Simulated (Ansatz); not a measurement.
Thermal properties of ScAl$_{3}$ from its phonons

Theory: Ansatz 0.2.0, DFT PBE, scalar-relativistic, plane waves, PAW. Settings: 420 eV plane-wave cutoff, Γ-centred 12×12×12 mesh, Fermi-Dirac smearing of 0.15 eV. No spin polarisation. Phonons by linear response, acoustic sum rule imposed.

The cell, relaxed at this level:
```cif
data_structure
_symmetry_space_group_name_H-M 'P 1'
_symmetry_Int_Tables_number 1
_cell_length_a 4.1081
_cell_length_b 4.1081
_cell_length_c 4.1081
_cell_angle_alpha 90.000
_cell_angle_beta 90.000
_cell_angle_gamma 90.000
_cell_volume 69.33
loop_
_atom_site_label
_atom_site_type_symbol
_atom_site_fract_x
_atom_site_fract_y
_atom_site_fract_z
_atom_site_occupancy
Sc1 Sc 0.00000 0.00000 0.00000 1
Al1 Al 0.50000 0.00000 0.50000 1
Al2 Al 0.00000 0.50000 0.50000 1
Al3 Al 0.50000 0.50000 0.00000 1
```

It was relaxed at this level from a Materials Project cell. In a metal, frequencies and elastic constants depend on the k mesh and the smearing, soft modes and shear constants most. The q mesh is coarse, so values between its points are rough.

Force constants from linear response on a 2×2×2 q mesh, interpolated to a fine mesh.

**Question.** Give the zero-point energy per atom.

**Answer.** 43.6 meV.

**Question.** How large are the vibrational entropy and heat capacity at 300 K?

**Answer.** S = 2.92 k_B and C_V = 2.69 k_B per atom, 90 % of the Dulong–Petit value.

**Question.** Tabulate them against temperature.

**Answer.**
```csv
T (K),F_vib (meV/atom),S (k_B/atom),C_V (k_B/atom)
100,42.2,0.59,1.30
200,31.5,1.89,2.36
300,10.5,2.92,2.69
400,-18.2,3.71,2.82
500,-53.0,4.35,2.88
600,-92.9,4.88,2.92
700,-136.9,5.33,2.94
800,-184.6,5.72,2.95
900,-235.4,6.07,2.96
1000,-289.1,6.39,2.97
```
